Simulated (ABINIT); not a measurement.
Runs of ABINIT 10.8.3 (patched build) on CaO. The structure is cubic, space group Fm-3m (No. 225). Conventional cell: a = 4.807 Å, b = 4.807 Å, c = 4.807 Å, α = 90.00°, β = 90.00°, γ = 90.00°. Ca (site symmetry m-3m) is surrounded by 6 O at 2.40 Å. Around O (site symmetry m-3m) lie 6 Ca at 2.40 Å. The cell is a database's computed one.

```csv
task,level,potentials or basis,k mesh,cutoff (eV),fine-grid cutoff,gap on the mesh (eV),pressure (GPa),V0 of scaled cells (Å³/atom),B0 (GPa)
equation of state,PBE,JTH PAW PBE v2.0,10 × 10 × 10,626,1224.51 eV,-,-,14.09,105
equation of state,BP86,JTH PAW PBE v2.0,10 × 10 × 10,626,1224.51 eV,-,-,14.03,107
single point,PBE,JTH PAW PBE v2.0,10 × 10 × 10,626,1224.51 eV,3.65,1.5,-,-
band structure,r2SCAN,JTH PAW PBE v2.0,10 × 10 × 10,762,1360.57 eV,4.20,-1.3,-,-
single point,PBEsol,JTH PAW PBE v2.0,8 × 8 × 8,626,1224.51 eV,3.55,-2.8,-,-
equation of state,SOGGA,JTH PAW PBE v2.0,10 × 10 × 10,626,1224.51 eV,-,-,(a),116
band structure,PBEsol,PseudoDojo NC SR PBEsol v0.4 stringent,10 × 10 × 10,1252,-,(c),-2.9,-,-
band structure,LDA-PZ,JTH PAW LDA v2.0,10 × 10 × 10,626,1224.51 eV,(b),-7.1,-,-
```

Alike in all rows: no spin polarisation; cell as given; smearing fermi-dirac 0.05 eV.

**Question.** Estimate the missing entries.

**Answer.** (a) 13.49; (b) 3.48; (c) 3.56.

Caveats: the PAW data sets were made with another functional, which shifts forces and pressure a little (some runs); pressures at fixed basis lie under the slope of the energies (some runs).

A k mesh can miss the band edges.
